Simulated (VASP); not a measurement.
# W in VASP: relaxation of the atoms with PBE

Aim: the relaxation of the atoms of W with PBE.

Program: VASP 6.6.1. These are calculated values, not measurements. Logs are shortened: lines on timing, memory, paths and dates and some standing lists are left out, and cuts for length are marked.

## Step 1: The structure

The cell holds a slab with vacuum, 4 atoms: a = 2.866 Å, b = 2.866 Å, c = 28.680 Å, α = 90.00°, β = 90.00°, γ = 109.47°.

The cell was built by a generator and needn't be a form met in nature.

## Step 2: Relaxation of the atoms, PBE

Input file INCAR:

```
SYSTEM = W
  PREC = Accurate
  ENCUT = 520
  EDIFF = 1E-6
  ISMEAR = 1
  SIGMA = 0.1
  LREAL = .FALSE.
  LASPH = .TRUE.
  NELM = 120
  ALGO = Normal
  ISIF = 2
  LWAVE = .FALSE.
  LCHARG = .FALSE.
  LDIPOL = .TRUE.
  IDIPOL = 3
  DIPOL = 0.5 0.5 0.500
  GGA = PE
  IBRION = 2
  NSW = 90
  EDIFFG = -0.02
  KPAR = 2
```

Input file KPOINTS:

```
Automatic mesh
0
G
  12 12 1
  0 0 0
```

Input file POSCAR:

```
W
1.0
    2.8655568500      0.0000000000      0.0000000000
   -0.9551856200      2.7016728600      0.0000000000
    0.0000000000      0.0000000000     28.6800156200
W
4
Direct
    0.5000000000      0.5000000000      0.3873626600
    0.0000000000      0.0000000000      0.4624554000
    0.5000000000      0.5000000000      0.5375481300
    0.0000000000      0.0000000000      0.6126373400
```

Potentials or basis: VASP PAW PBE potentials, release 64 (W_sv).

The run is started by

```bash
cat potpaw_PBE.64/W_sv/POTCAR > POTCAR
mpirun -np 2 vasp_std > vasp.out
```

OUTCAR:

```text
SYSTEM = W
   PREC = Accurate
   ENCUT = 520
   EDIFF = 1E-6
   ISMEAR = 1
   LREAL = .FALSE.
   LASPH = .TRUE.
   NELM = 120
   ISIF = 2
   GGA = PE
   IBRION = 2
   NSW = 90
   EDIFFG = -0.02

 ion  position               nearest neighbor table
   1  0.500  0.500  0.387-   2 2.72   2 2.72   2 3.18   2 3.18
   2  0.000  0.000  0.462-   3 2.72   3 2.72   1 2.72   1 2.72   3 3.18   3 3.18   1 3.18   1 3.18

   3  0.500  0.500  0.538-   4 2.72   4 2.72   2 2.72   2 2.72   4 3.18   4 3.18   2 3.18   2 3.18

   4  0.000  0.000  0.613-   3 2.72   3 2.72   3 3.18   3 3.18

  LATTYP: Found a base centered orthorhombic cell.
 ALAT       =     3.3088599969
 B/A-ratio  =     1.4142135723
 C/A-ratio  =     8.6676425256

  Lattice vectors:

 A1 = (   2.8655568500,   0.0000000000,   0.0000000000)
 A2 = (  -0.9551856200,   2.7016728600,   0.0000000000)
 A3 = (   0.0000000000,   0.0000000000,  28.6800156200)

Analysis of symmetry for initial positions (statically):
=====================================================================
 Subroutine PRICEL returns:
 Original cell was already a primitive cell.

 Routine SETGRP: Setting up the symmetry group for a
 base centered orthorhombic supercell.

 Subroutine GETGRP returns: Found  8 space group operations
 (whereof  4 operations were pure point group operations)
 out of a pool of  8 trial point group operations.

The static configuration has the point symmetry C_2v.
 The point group associated with its full space group is D_2h.

Analysis of symmetry for dynamics (positions and initial velocities):
=====================================================================
 Subroutine PRICEL returns:
 Original cell was already a primitive cell.

 Routine SETGRP: Setting up the symmetry group for a
 base centered orthorhombic supercell.

 Subroutine GETGRP returns: Found  8 space group operations
 (whereof  4 operations were pure point group operations)
 out of a pool of  8 trial point group operations.

The dynamic configuration has the point symmetry C_2v.
 The point group associated with its full space group is D_2h.

 Subroutine INISYM returns: Found  8 space group operations
 (whereof  4 operations are pure point group operations),
 and found     1 'primitive' translations

----------------------------------------------------------------------------------------

                                     Primitive cell

  volume of cell :     222.0349

  direct lattice vectors                    reciprocal lattice vectors
[... 121 lines left out ...]
   LRPA    =     F    only Hartree local field effects (RPA)
 conjugate gradient relaxation of ions
 non-spin polarized calculation
 Methfessel and Paxton  Order N= 1 SIGMA  =   0.10
  energy-cutoff  :      520.00
  volume of cell :      222.03
 maximum number of plane-waves:      6015
 NGX is ok and might be reduce to    24
   NGX = 11   NGY = 11   NGZ =107

--------------------------------------- Ionic step        1  -------------------------------------------

 number of electron      56.0000004 magnetization

 Free energy of the ion-electron system (eV)
  ---------------------------------------------------
  ext. energy  EPLUGINS =         0.00000000
  ---------------------------------------------------
  free energy    TOTEN  =       -48.27734637 eV

  energy without entropy =      -48.27831929  energy(sigma->0) =      -48.27767067

 E-fermi :  -0.0390     XC(G=0):  -4.7968

 val. band max:       -0.0670342080   @ k =   0.1667  -0.0000   0.0000
 cond. band min:      -0.0360594345   @ k =   0.3333   0.1667   0.0000
 fundamental gap:      0.0309747735
 Fermi energy:        -0.0390260563

 k-point     1 :       0.0000    0.0000    0.0000
  band No.  band energies     occupation
      1     -74.3154      2.00000
      2     -74.2509      2.00000
      3     -74.1817      2.00000
      4     -74.1589      2.00000
      5     -38.9854      2.00000
      6     -38.7022      2.00000
[... 894 lines left out ...]
 number of electron      56.0000000 magnetization

------------------------ aborting loop because EDIFF is reached ----------------------------------------

 vacuum level on the upper side and lower side of the slab       (xc-potential included)        -0.020         0.002

  FORCE on cell =-STRESS in cart. coord.  units (eV):
  Direction    XX          YY          ZZ          XY          YZ          ZX
  --------------------------------------------------------------------------------------
  -------------------------------------------------------------------------------------
  Total       -9.9294597    -10.8703668     -0.8469291     -1.3306441      0.0000000      0.0000000
  in kB      -71.6498073    -78.4392817     -6.1113404     -9.6017704      0.0000000      0.0000000
  external PRESSURE =     -52.0668098 kB  Pullay stress =       0.0000000 kB
[... 101 lines left out ...]
--------------------------------------- Ionic step        5  -------------------------------------------

 number of electron      56.0000001 magnetization

 dipolmoment           0.000000      0.000000     -0.000986 electrons x Angstroem

 Free energy of the ion-electron system (eV)
  ---------------------------------------------------
  ext. energy  EPLUGINS =         0.00000000
  ---------------------------------------------------
  free energy    TOTEN  =       -48.32968497 eV

  energy without entropy =      -48.32700346  energy(sigma->0) =      -48.32879114

 E-fermi :   0.0157     XC(G=0):  -4.7509

 val. band max:        0.0096331427   @ k =   0.3333   0.3333   0.0000
 cond. band min:       0.0300896948   @ k =   0.1667   0.0833   0.0000
 fundamental gap:      0.0204565522
 Fermi energy:         0.0157300495

 k-point     1 :       0.0000    0.0000    0.0000
  band No.  band energies     occupation
      1     -74.2340      2.00000
      2     -74.1812      2.00000
      3     -74.0675      2.00000
      4     -74.0452      2.00000
      5     -38.9250      2.00000
      6     -38.6675      2.00000
[... 856 lines left out ...]
 [... further k-points ...]

------------------------ aborting loop because EDIFF is reached ----------------------------------------

 vacuum level on the upper side and lower side of the slab       (xc-potential included)        -0.165        -0.143

  FORCE on cell =-STRESS in cart. coord.  units (eV):
  Direction    XX          YY          ZZ          XY          YZ          ZX
  --------------------------------------------------------------------------------------
  -------------------------------------------------------------------------------------
  Total       -9.7049681    -10.6313868     -0.2022858     -1.3101544      0.0000000      0.0000000
  in kB      -70.0299029    -76.7148307     -1.4596705     -9.4539190      0.0000000      0.0000000
  external PRESSURE =     -49.4014680 kB  Pullay stress =       0.0000000 kB
[... 19 lines left out ...]
  FREE ENERGIE OF THE ION-ELECTRON SYSTEM (eV)
  ---------------------------------------------------
  free  energy   TOTEN  =       -48.3296849742 eV

  energy  without entropy=      -48.3270034643  energy(sigma->0) =      -48.32879114

 reached required accuracy - stopping structural energy minimisation

 vacuum level on the upper side and lower side of the slab         4.528         4.551
```

OSZICAR:

```text
N       E                     dE             d eps       ncg     rms          rms(c)
DAV:   1     0.639278980454E+03    0.63928E+03   -0.35415E+04  3566   0.156E+03
DAV:   2    -0.247731085192E+02   -0.66405E+03   -0.65751E+03  3270   0.472E+02
[... 61 lines left out ...]
DAV:   2    -0.483296150981E+02   -0.15139E-01   -0.16932E-01  2843   0.293E+00    0.233E-01
DAV:   3    -0.483297565661E+02   -0.14147E-03   -0.45702E-03  3789   0.597E-01    0.151E-01
DAV:   4    -0.483303798135E+02   -0.62325E-03   -0.69806E-03  3804   0.645E-01    0.138E-01
DAV:   5    -0.483296908532E+02    0.68896E-03   -0.39148E-03  3848   0.616E-01    0.208E-02
DAV:   6    -0.483296870121E+02    0.38411E-05   -0.12608E-04  3387   0.782E-02    0.247E-02
DAV:   7    -0.483296847472E+02    0.22649E-05   -0.11284E-05  3626   0.239E-02    0.134E-02
DAV:   8    -0.483296849742E+02   -0.22706E-06   -0.64669E-06  2745   0.181E-02
   5 F= -.48329685E+02 E0= -.48328791E+02  d E =-.309112E-02
```

CONTCAR:

```text
W
   1.00000000000000
     2.8655568499999999    0.0000000000000000    0.0000000000000000
    -0.9551856200000000    2.7016728600000000    0.0000000000000000
     0.0000000000000000    0.0000000000000000   28.6800156199999989
  W
     4
Direct
     0.5000000000000000    0.5000000000000000    0.3888223163080579
     0.0000000000000000    0.0000000000000000    0.4613303480150530
     0.5000000000000000    0.5000000000000000    0.5386731819849478
     0.0000000000000000    0.0000000000000000    0.6111776836919420

  0.00000000E+00  0.00000000E+00  0.00000000E+00
  0.00000000E+00  0.00000000E+00  0.00000000E+00
  0.00000000E+00  0.00000000E+00  0.00000000E+00
  0.00000000E+00  0.00000000E+00  0.00000000E+00
```

Wall time 9.6 min (2 MPI ranks of Intel Xeon 6975P-C (Granite Rapids), shared host); peak memory 0.48 GiB.

What came out:

```yaml
Free_energy: -48.3297 eV
Energy_gained_by_relaxing: 13.1 meV/atom
Ionic_steps: 5
Largest_force_after_relaxing: 0.018 eV/Å
Band_gap_on_the_k_mesh: none (metal or under the smearing width)
```

Forces in eV/Å, atoms in the order of the input:
```
W    0.000  0.000  0.018
W    0.000  0.000  0.016
W    0.000  0.000 -0.016
W    0.000  0.000 -0.018
```

Step by step:
```csv
step,energy change (eV),largest force (eV/Å),pressure (GPa)
1,0.0000,0.9454,-5.97
2,-0.0485,0.1833,-5.21
3,-0.0492,0.1156,-5.32
4,-0.0507,0.0831,-5.20
5,-0.0523,0.0181,-4.94
```

Final structure:
```
W
1.0
     2.86556    0.00000    0.00000
    -0.95519    2.70167    0.00000
     0.00000    0.00000   28.68002
W
4
Direct
  0.50000 0.50000 0.38882
  0.00000 0.00000 0.46133
  0.50000 0.50000 0.53867
  0.00000 0.00000 0.61118
```

Levels at points of the mesh, in eV from the Fermi level:
| k point | band 25 | band 26 | band 27 | band 28 | band 29 | band 30 | band 31 | band 32 |
| --- | --- | --- | --- | --- | --- | --- | --- | --- |
| (0.00, 0.00, 0.00) | -1.39 | -0.90 | -0.89 | -0.79 | 0.03 | 0.06 | 1.03 | 1.38 |
| (0.50, 0.00, 0.00) | -1.44 | -1.44 | 0.47 | 0.48 | 1.55 | 1.56 | 1.68 | 1.70 |
| (0.50, 0.50, 0.00) | -1.75 | 0.72 | 0.85 | 1.08 | 1.20 | 1.56 | 2.29 | 3.42 |
